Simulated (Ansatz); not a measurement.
## Calculated 17O NMR of the central transition for SiO₂ at a changed volume

Cell: a Materials Project structure (computed, not necessarily an observed phase), relaxed with PBE at fixed cell and then changed (volume scaled by 0.98, ions relaxed).

Space group I-43m (No. 217); a = 8.8571 Å.

```
site  Wyckoff  site symmetry       x       y       z
  Si      12d           -4..  0.2500  0.0000  0.5000
   O      24g            ..m  0.8542  0.1458  0.5390
```

One atom of each set is listed; the run and its k-mesh use a cell of 18 atoms with edges of 7.67, 7.67, 7.67 Å.

Computed with Ansatz: DFT, PBE, plane waves and PAW (field gradients read without the response of the frozen cores, which leaves them typically 4 to 6 % off), scalar-relativistic, 420 eV cutoff, Γ-centred 4×4×4 k-points, Fermi–Dirac smearing 0.02 eV.

17O has I = 5/2 and Q = -25.58 mb (Pyykkö 2018); at 18.8 T its Larmor frequency is ν₀ = 108.6 MHz. Only the quadrupole interaction is simulated: positions count from each site's isotropic chemical shift, and J coupling is left out, as are shift anisotropy and dipolar coupling, which fast spinning averages.

Problem. What does the 17O spectrum (fast magic-angle spinning) show for each site?

Solution. 

```json
{"site": "O", "first shell": "2 Si at 1.62 Å, angle 149°", "C_Q (MHz)": "-6.30", "η": "0.15", "P_Q (MHz)": "6.32", "δ_QIS (ppm)": "-20.3", "breadth (kHz)": "4.93"}
```

δ_QIS = −(ν_Q²/30ν₀²)[I(I+1) − 3/4](1 + η²/3) × 10⁶ ppm with ν_Q = 3|C_Q|/[2I(2I−1)]; it falls as 1/B₀² in ppm, and the breadth as 1/B₀ in kHz.

At O V_zz runs parallel to the line that joins its two neighbours (within 1°).

The relaxation (5 steps) took 29 s of wall time (29 s of CPU time) and 0.64 GiB at its peak, on 1 thread of AMD EPYC 9R14 (Zen 4) (x86_64; 16 cores open to the job, memory cap 3.0 GiB, no GPU), a shared host with a load of 0.2 a core.
